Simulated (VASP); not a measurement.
# Cs: drag along a line

Cs, slab, 13 atoms in the cell. PBE, constrained relaxations along a path; PAW potentials Cs_sv (PBE set).

Path: drag along a line, Cs hops from a hollow site to the next hollow site of Cs(100).

## Input

INCAR:
```
PREC = Normal
ENCUT = 250
EDIFF = 1E-6
ISMEAR = 1
SIGMA = 0.1
LREAL = False
LASPH = True
NELM = 100
ALGO = Normal
LWAVE = False
LCHARG = False
IBRION = 2
NSW = 60
ISIF = 2
EDIFFG = -0.03
POTIM = 0.5
KPAR = 2
```

KPOINTS:
```
k-points
0
Gamma
  2 2 1
```

POSCAR.step1:
```
Cs
1.0
   12.5138602456      0.0000000000      0.0000000000
    0.0000000000     12.5138602456      0.0000000000
    0.0000000000      0.0000000000     21.4269301228
Cs
13
Selective dynamics
Direct
    0.0000000000      0.0000000000      0.2800214480  F F F
    0.5000000000      0.0000000000      0.2800214480  F F F
    0.0000000000      0.5000000000      0.2800214480  F F F
    0.5000000000      0.5000000000      0.2800214480  F F F
    0.2500000000      0.2500000000      0.4260276675  T T T
    0.7500000000      0.2500000000      0.4260276675  T T T
    0.2500000000      0.7500000000      0.4260276675  T T T
    0.7500000000      0.7500000000      0.4260276675  T T T
    0.0000000000      0.0000000000      0.5720338869  T T T
    0.5000000000      0.0000000000      0.5720338869  T T T
    0.0000000000      0.5000000000      0.5720338869  T T T
    0.5000000000      0.5000000000      0.5720338869  T T T
    0.2500000000      0.2500000000      0.6567729926  F T T
```

POSCAR.step2:
```
Cs
1.0
   12.5138602456      0.0000000000      0.0000000000
    0.0000000000     12.5138602456      0.0000000000
    0.0000000000      0.0000000000     21.4269301228
Cs
13
Selective dynamics
Direct
    0.0000000000      0.0000000000      0.2800214480  F F F
    0.5000000000      0.0000000000      0.2800214480  F F F
    0.0000000000      0.5000000000      0.2800214480  F F F
    0.5000000000      0.5000000000      0.2800214480  F F F
    0.2500000000      0.2500000000      0.4260276675  T T T
    0.7500000000      0.2500000000      0.4260276675  T T T
    0.2500000000      0.7500000000      0.4260276675  T T T
    0.7500000000      0.7500000000      0.4260276675  T T T
    0.0000000000      0.0000000000      0.5720338869  T T T
    0.5000000000      0.0000000000      0.5720338869  T T T
    0.0000000000      0.5000000000      0.5720338869  T T T
    0.5000000000      0.5000000000      0.5720338869  T T T
    0.1500000000      0.2500000000      0.6567729926  F T T
```

POSCAR.step3:
```
Cs
1.0
   12.5138602456      0.0000000000      0.0000000000
    0.0000000000     12.5138602456      0.0000000000
    0.0000000000      0.0000000000     21.4269301228
Cs
13
Selective dynamics
Direct
    0.0000000000      0.0000000000      0.2800214480  F F F
    0.5000000000      0.0000000000      0.2800214480  F F F
    0.0000000000      0.5000000000      0.2800214480  F F F
    0.5000000000      0.5000000000      0.2800214480  F F F
    0.2500000000      0.2500000000      0.4260276675  T T T
    0.7500000000      0.2500000000      0.4260276675  T T T
    0.2500000000      0.7500000000      0.4260276675  T T T
    0.7500000000      0.7500000000      0.4260276675  T T T
    0.0000000000      0.0000000000      0.5720338869  T T T
    0.5000000000      0.0000000000      0.5720338869  T T T
    0.0000000000      0.5000000000      0.5720338869  T T T
    0.5000000000      0.5000000000      0.5720338869  T T T
    0.0750000000      0.2500000000      0.6567729926  F T T
```

POSCAR.step4:
```
Cs
1.0
   12.5138602456      0.0000000000      0.0000000000
    0.0000000000     12.5138602456      0.0000000000
    0.0000000000      0.0000000000     21.4269301228
Cs
13
Selective dynamics
Direct
    0.0000000000      0.0000000000      0.2800214480  F F F
    0.5000000000      0.0000000000      0.2800214480  F F F
    0.0000000000      0.5000000000      0.2800214480  F F F
    0.5000000000      0.5000000000      0.2800214480  F F F
    0.2500000000      0.2500000000      0.4260276675  T T T
    0.7500000000      0.2500000000      0.4260276675  T T T
    0.2500000000      0.7500000000      0.4260276675  T T T
    0.7500000000      0.7500000000      0.4260276675  T T T
    0.0000000000      0.0000000000      0.5720338869  T T T
    0.5000000000      0.0000000000      0.5720338869  T T T
    0.0000000000      0.5000000000      0.5720338869  T T T
    0.5000000000      0.5000000000      0.5720338869  T T T
    0.0000000000      0.2500000000      0.6567729926  F T T
```

POSCAR.step5:
```
Cs
1.0
   12.5138602456      0.0000000000      0.0000000000
    0.0000000000     12.5138602456      0.0000000000
    0.0000000000      0.0000000000     21.4269301228
Cs
13
Selective dynamics
Direct
    0.0000000000      0.0000000000      0.2800214480  F F F
    0.5000000000      0.0000000000      0.2800214480  F F F
    0.0000000000      0.5000000000      0.2800214480  F F F
    0.5000000000      0.5000000000      0.2800214480  F F F
    0.2500000000      0.2500000000      0.4260276675  T T T
    0.7500000000      0.2500000000      0.4260276675  T T T
    0.2500000000      0.7500000000      0.4260276675  T T T
    0.7500000000      0.7500000000      0.4260276675  T T T
    0.0000000000      0.0000000000      0.5720338869  T T T
    0.5000000000      0.0000000000      0.5720338869  T T T
    0.0000000000      0.5000000000      0.5720338869  T T T
    0.5000000000      0.5000000000      0.5720338869  T T T
   -0.0750000000      0.2500000000      0.6567729926  F T T
```

POSCAR.step6:
```
Cs
1.0
   12.5138602456      0.0000000000      0.0000000000
    0.0000000000     12.5138602456      0.0000000000
    0.0000000000      0.0000000000     21.4269301228
Cs
13
Selective dynamics
Direct
    0.0000000000      0.0000000000      0.2800214480  F F F
    0.5000000000      0.0000000000      0.2800214480  F F F
    0.0000000000      0.5000000000      0.2800214480  F F F
    0.5000000000      0.5000000000      0.2800214480  F F F
    0.2500000000      0.2500000000      0.4260276675  T T T
    0.7500000000      0.2500000000      0.4260276675  T T T
    0.2500000000      0.7500000000      0.4260276675  T T T
    0.7500000000      0.7500000000      0.4260276675  T T T
    0.0000000000      0.0000000000      0.5720338869  T T T
    0.5000000000      0.0000000000      0.5720338869  T T T
    0.0000000000      0.5000000000      0.5720338869  T T T
    0.5000000000      0.5000000000      0.5720338869  T T T
   -0.1500000000      0.2500000000      0.6567729926  F T T
```

POSCAR.step7:
```
Cs
1.0
   12.5138602456      0.0000000000      0.0000000000
    0.0000000000     12.5138602456      0.0000000000
    0.0000000000      0.0000000000     21.4269301228
Cs
13
Selective dynamics
Direct
    0.0000000000      0.0000000000      0.2800214480  F F F
    0.5000000000      0.0000000000      0.2800214480  F F F
    0.0000000000      0.5000000000      0.2800214480  F F F
    0.5000000000      0.5000000000      0.2800214480  F F F
    0.2500000000      0.2500000000      0.4260276675  T T T
    0.7500000000      0.2500000000      0.4260276675  T T T
    0.2500000000      0.7500000000      0.4260276675  T T T
    0.7500000000      0.7500000000      0.4260276675  T T T
    0.0000000000      0.0000000000      0.5720338869  T T T
    0.5000000000      0.0000000000      0.5720338869  T T T
    0.0000000000      0.5000000000      0.5720338869  T T T
    0.5000000000      0.5000000000      0.5720338869  T T T
   -0.2500000000      0.2500000000      0.6567729926  F T T
```

Commands (each step's output is kept before the next begins):
```
cat potpaw_PBE.64/Cs_sv/POTCAR > POTCAR
cp POSCAR.step1 POSCAR
mpirun -np 8 vasp_std > vasp.out
cp POSCAR.step2 POSCAR
mpirun -np 8 vasp_std > vasp.out
cp POSCAR.step3 POSCAR
mpirun -np 8 vasp_std > vasp.out
cp POSCAR.step4 POSCAR
mpirun -np 8 vasp_std > vasp.out
cp POSCAR.step5 POSCAR
mpirun -np 8 vasp_std > vasp.out
cp POSCAR.step6 POSCAR
mpirun -np 8 vasp_std > vasp.out
cp POSCAR.step7 POSCAR
mpirun -np 8 vasp_std > vasp.out
```

## Result

- Barrier (eV): 0.160
- Ionic steps, all stages: 77
- Electronic steps, all stages: 880

Energy along the pull:

| Share of the way | Energy above the start (eV) |
|---|---|
| 0 | 0.000 |
| 0.2 | 0.051 |
| 0.35 | 0.127 |
| 0.5 | 0.160 |
| 0.65 | 0.127 |
| 0.8 | 0.051 |
| 1 | -0.000 |

The slab is body-centred cubic Cs(100), in-plane cell 12.51 × 12.51 Å, with 2 × 2 k points.

Limits: the adatom repeats in each 2 x 2 surface cell, and the slab has three layers.

VASP 6.6.1 took 2175 s on 8 cores (Intel Xeon 6975P-C (Granite Rapids)), a shared host.
